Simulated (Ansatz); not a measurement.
**ZnO: levels along high-symmetry lines**

```
CELL_PARAMETERS angstrom
3.27926 0.00000 0.00000
-1.63963 2.83992 0.00000
0.00000 0.00000 5.29387
ATOMIC_POSITIONS crystal
Zn 0.33333 0.66667 0.99848
Zn 0.66667 0.33333 0.49848
O 0.33333 0.66667 0.37752
O 0.66667 0.33333 0.87752
```

Atoms are numbered in the order listed.

The cell was built from the wurtzite type and relaxed in the same program, and has space group P6_3mc; it needn't be a known or the stable phase.

Computed with DFT, PBE, all-electron LAPW, scalar-relativistic in Ansatz 0.2.0.

The runs use a Γ-centred 12×12×7 k mesh, Fermi–Dirac smearing of 0.08 eV, basis error target 1 meV/atom, no spin polarisation.

Points in fractions of the reciprocal vectors of this cell: Γ (0, 0, 0), M (0.5, 0, 0), K (0.333, 0.333, 0), A (0, 0, 0.5), L (0.5, 0, 0.5), H (0.333, 0.333, 0.5). The path joins them by straight lines in the order Γ–M–K–Γ–A–L–H–A–L; legs that retrace an earlier one aren't tabulated. Energies are in eV from the top of the valence band.

Problem. Metal or insulator at this level of theory?

Solution. An insulator or semiconductor: gap 0.76 eV, direct at Γ.

Problem. Tabulate bands 25 to 31, counted from the lowest band of the run, along the path.

Solution. 
```tsv
k (1/Å)	point	band 25	band 26	band 27	band 28	band 29	band 30	band 31
0.00	Γ	-0.75	-0.08	0.00	0.00	0.76	5.13	8.09
0.16		-0.81	-0.39	-0.11	-0.03	1.21	5.34	8.09
0.32		-1.00	-0.93	-0.21	-0.14	1.96	5.89	8.09
0.47		-1.45	-1.26	-0.37	-0.29	2.77	6.57	8.09
0.63		-1.94	-1.57	-0.60	-0.46	3.62	7.15	8.03
0.79		-2.37	-1.85	-0.87	-0.63	4.46	7.46	7.77
0.95		-2.65	-2.06	-1.12	-0.75	5.23	7.21	7.55
1.11	M	-2.72	-2.13	-1.23	-0.79	5.65	6.84	7.55
1.20		-2.72	-2.17	-1.25	-0.83	5.71	6.91	7.55
1.29		-2.77	-2.26	-1.31	-0.93	5.89	7.07	7.57
1.38		-2.90	-2.30	-1.40	-1.07	6.16	7.29	7.60
1.47		-3.13	-2.25	-1.52	-1.23	6.48	7.50	7.63
1.56		-3.35	-2.15	-1.64	-1.39	6.83	7.65	7.66
1.65		-3.39	-2.00	-1.72	-1.56	7.18	7.67	7.69
1.74	K	-3.47	-1.84	-1.84	-1.64	7.51	7.51	7.68
1.93		-3.16	-2.26	-1.48	-1.46	6.60	7.64	8.10
2.11		-2.65	-2.59	-1.16	-1.08	5.46	7.60	8.47
2.29		-2.53	-1.94	-0.80	-0.74	4.31	7.46	8.38
2.47		-1.95	-1.37	-0.46	-0.46	3.22	6.92	8.15
2.66		-1.32	-0.93	-0.25	-0.20	2.21	6.10	8.10
2.84		-0.85	-0.47	-0.12	-0.05	1.32	5.41	8.09
3.02	Γ	-0.75	-0.08	0.00	0.00	0.76	5.13	8.09
3.11		-0.74	-0.23	-0.01	-0.01	0.93	5.08	8.13
3.19		-0.71	-0.53	-0.04	-0.04	1.27	4.95	8.24
3.28		-0.67	-0.67	-0.08	-0.08	1.67	4.75	8.44
3.36		-0.61	-0.61	-0.14	-0.14	2.10	4.48	8.70
3.45		-0.53	-0.53	-0.21	-0.21	2.53	4.15	9.04
3.53		-0.45	-0.45	-0.29	-0.29	2.97	3.79	9.45
3.62	A	-0.37	-0.37	-0.37	-0.37	3.39	3.39	9.94
3.77		-0.51	-0.51	-0.42	-0.42	3.55	3.55	9.93
3.93		-0.84	-0.84	-0.56	-0.56	3.95	3.95	9.85
4.09		-1.16	-1.16	-0.77	-0.77	4.45	4.45	9.56
4.25		-1.31	-1.31	-1.00	-1.00	4.93	4.93	9.09
4.41		-1.34	-1.34	-1.21	-1.21	5.32	5.32	8.65
4.56		-1.37	-1.37	-1.32	-1.32	5.58	5.58	8.35
4.72	L	-1.42	-1.42	-1.31	-1.31	5.67	5.67	8.25
4.81		-1.51	-1.51	-1.28	-1.28	5.74	5.74	8.25
4.90		-1.68	-1.68	-1.25	-1.25	5.93	5.93	8.27
5.00		-1.91	-1.91	-1.22	-1.22	6.23	6.23	8.29
5.09		-2.15	-2.15	-1.20	-1.20	6.61	6.61	8.30
5.18		-2.37	-2.37	-1.19	-1.19	7.02	7.02	8.30
5.27		-2.52	-2.52	-1.18	-1.18	7.45	7.45	8.22
5.36	H	-2.58	-2.58	-1.18	-1.18	7.81	7.81	7.97
5.54		-2.40	-2.40	-1.19	-1.19	7.00	7.00	8.47
5.73		-1.99	-1.99	-1.22	-1.22	6.17	6.17	8.71
5.91		-1.52	-1.52	-1.22	-1.22	5.43	5.43	9.03
6.09		-1.23	-1.23	-0.98	-0.98	4.74	4.74	9.45
6.27		-0.94	-0.94	-0.65	-0.65	4.11	4.11	9.80
6.46		-0.55	-0.55	-0.44	-0.44	3.60	3.60	9.92
6.64	A	-0.37	-0.37	-0.37	-0.37	3.39	3.39	9.94
```
